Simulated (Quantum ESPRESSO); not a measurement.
Crystal: Pd.

```
CELL_PARAMETERS angstrom
0.00000 1.94650 1.94650
1.94650 0.00000 1.94650
1.94650 1.94650 0.00000
ATOMIC_POSITIONS crystal
Pd 0.00000 0.00000 0.00000
```

```yaml
Program: Quantum ESPRESSO 7.5
Task: phonon dispersion
Functional: PBE
Potentials_or_basis: Ansatz NC SR PBE
Cutoff: 1116 eV
Density_cutoff: 4463 eV
k_mesh: 10 × 10 × 10
Occupations: cold, width 0.2 eV
Spin: no spin polarisation
Mixing_beta: 0.5
Most_SCF_iterations: 120
SCF_threshold: 2e-10 Ry
q_mesh: 2 × 2 × 2
```

The cell and the atoms were relaxed first, to 15.27 Å³/atom (a = 2.785 Å, b = 2.785 Å, c = 2.785 Å, α = 60.00°, β = 60.00°, γ = 60.00°), and the response was taken there.

**Question.** What are the zero-point energy, and the vibrational entropy and heat capacity at 298.15 K?

**Answer.** Zero-point energy 27.8 meV/atom; entropy 4.18 k_B/atom (34.8 J/(K·mol of atoms)); Cv 2.87 k_B/atom, 96 % of the classical limit. These are harmonic values without the electrons' part.

Phonon frequencies at the corners of the path (cm⁻¹, interpolated; i marks imaginary ones):
| point | frequencies |
| --- | --- |
| Γ | 0 0 0 |
| X | 156 156 214 |
| W | 157 188 188 |
| K | 144 181 199 |
| L | 111 111 220 |
| U | 144 181 199 |

Harmonic thermodynamics per atom at this volume (zero-point energy 27.8 meV, Debye temperature from the second moment 287 K):
```csv
T (K),free energy (meV),entropy (k_B),heat capacity Cv (k_B)
50,27.4,0.35,0.88
100,23.7,1.38,2.06
200,4.0,3.07,2.71
298.15,-26.9,4.18,2.87
500,-113.9,5.69,2.95
800,-280.4,7.09,2.98
```

Phonon states per cell in windows of 10 cm⁻¹ (negative: imaginary):
```
from (cm⁻¹)  total
          0   0.00
         10   0.00
         20   0.00
         30   0.01
         40   0.01
         50   0.02
         60   0.03
         70   0.05
         80   0.07
         90   0.10
        100   0.15
        110   0.24
        120   0.27
        130   0.28
        140   0.30
        150   0.27
        160   0.19
        170   0.18
        180   0.12
        190   0.29
        200   0.34
        210   0.08
```

A q mesh this small can miss soft modes between its points.

Caveat: the mesh is thin for the phonons of a metal; the q mesh is small, so phonon branches between its points and thermal values are rough.
